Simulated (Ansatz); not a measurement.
# Sn: relaxation of cell and atoms

The calculation used DFT, PBE, PAW with Ansatz's default frozen-core files, scalar-relativistic (Ansatz 0.2.0).

Command: `ansatz run input.yaml --threads 1 --pin off --max-ram 2048MiB --backend cpu --events-out ev --progress --plain --runs-dir out` The run took about 17 s on 1 thread of a shared machine.

```yaml
crystal:
  lattice:
    - [-1.6934673112, 1.6934673112, 1.6934673112]
    - [1.6934673112, -1.6934673112, 1.6934673112]
    - [1.6934673112, 1.6934673112, -1.6934673112]
  atoms:
    - { symbol: Sn, position: [0.0, 0.0, 0.0] }
kpoints:
  mp_grid: { grid: [15, 15, 15] }
scf:
  occupations: { method: fermi_dirac, width: 0.03 }
hamiltonian:
  xc: pbe
  pseudopotentials: { kind: paw }
output:
  forces: true
  stress: true
  write_density: true
  write_potential: true
  elf: true
  volumetric_format: npy
relax:
  f_tol: 0.005
  max_steps: 80
  cell: {}
```

No spin–orbit coupling, which matters for the heavy atoms here.

The cell is built from the bcc type as a first guess.

The cutoff is 420 eV; energies and pressures of the walk include the program's estimate of the Pulay term.

Each frame lists the cell vectors (Å), then Cartesian positions (Å); symmetry keeps all forces zero. Free energies count from the first step, -6023.4370 eV.

The walk took 8 evaluations in all; steps that aren't listed are left out.

Step 1: E = 0.0 meV, P = 39.09 GPa

```
cell -1.6935 1.6935 1.6935 1.6935 -1.6935 1.6935 1.6935 1.6935 -1.6935
Sn    0.0000    0.0000    0.0000
```

Step 2: E = -488.5 meV, P = 16.28 GPa

```
cell -1.7760 1.7760 1.7760 1.7760 -1.7760 1.7760 1.7760 1.7760 -1.7760
Sn    0.0000    0.0000    0.0000
```

Step 3: E = -661.9 meV, P = 5.22 GPa

```
cell -1.8458 1.8458 1.8458 1.8458 -1.8458 1.8458 1.8458 1.8458 -1.8458
Sn    0.0000    0.0000    0.0000
```

Step 4: E = -693.6 meV, P = -0.88 GPa

```
cell -1.9114 1.9114 1.9114 1.9114 -1.9114 1.9114 1.9114 1.9114 -1.9114
Sn    0.0000    0.0000    0.0000
```

How does the relaxation end?

It converges, with a = 3.806 Å, b = 3.806 Å, c = 3.806 Å, α = 90.00°, β = 90.00°, γ = 90.00° (conventional cell, space group Im-3m). The last solve (on a basis chosen afresh for the final cell, so its energy is not quite comparable) gives E = -700.3 meV, P = 0.04 GPa:
```
cell -1.9031 1.9031 1.9031 1.9031 -1.9031 1.9031 1.9031 1.9031 -1.9031
Sn    0.0000    0.0000    0.0000
```
